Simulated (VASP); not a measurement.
Set up this calculation in VASP 6.6.1, as the native input.

```yaml
Task: single point
Functional: PBE
Potentials_or_basis: VASP PAW PBE potentials, release 64 (Ni)
Cutoff: 520 eV
k_mesh: 8 × 8 × 8
Occupations: gaussian, width 0.1 eV
Spin: collinear spin, ferromagnetic start
Starting_moments: "[0.8] μB"
Further_INCAR_settings: ALGO = Normal; EDIFF = 1e-07; NBANDS = 15
```

The structure of Ni lies in POSCAR:

```
Ni                                      
1.0
    0.0000000000      1.7599201472      1.7599201472
    1.7599201472      0.0000000000      1.7599201472
    1.7599201472      1.7599201472      0.0000000000
  Ni            
     1
Direct
     0.0000000000000000    0.0000000000000000    0.0000000000000000
```

One way to write it, as run:

INCAR

```
ALGO = Normal ; EDIFF = 1E-7
ENCUT = 520 ; GGA = PE
ISIF = 2 ; ISMEAR = 0
ISPIN = 2 ; LASPH = True
LCHARG = False ; LMAXMIX = 4
LORBIT = 11 ; LREAL = False
LWAVE = False ; MAGMOM = 0.8
NBANDS = 15 ; NELM = 150
PREC = Accurate ; SIGMA = 0.1
```

KPOINTS

```
k-points
0
Gamma
  8 8 8
```

Potentials or basis: VASP PAW PBE potentials, release 64 (Ni).

Launch:

```bash
$ cat potpaw_PBE.64/Ni/POTCAR > POTCAR
$ mpirun -np 1 vasp_std > vasp.out
```

Results of the run:

```json
{"Pressure": "0.0 GPa", "Band gap on the k mesh": "none (metal or under the smearing width)", "Net moment": "0.70 μB per cell", "Site moments": "Ni +0.71 μB", "Valence electrons inside the program's atomic spheres": "Ni 9.30"}
```

Caveat: the k mesh is coarse (spacing up to 0.39 Å⁻¹), so the values aren't converged.

It took 13 s on 1 thread of Intel(R) Xeon(R) Platinum 8259CL CPU @ 2.50GHz (Skylake/Cascade Lake), on a shared host, peak memory 0.13 GiB.
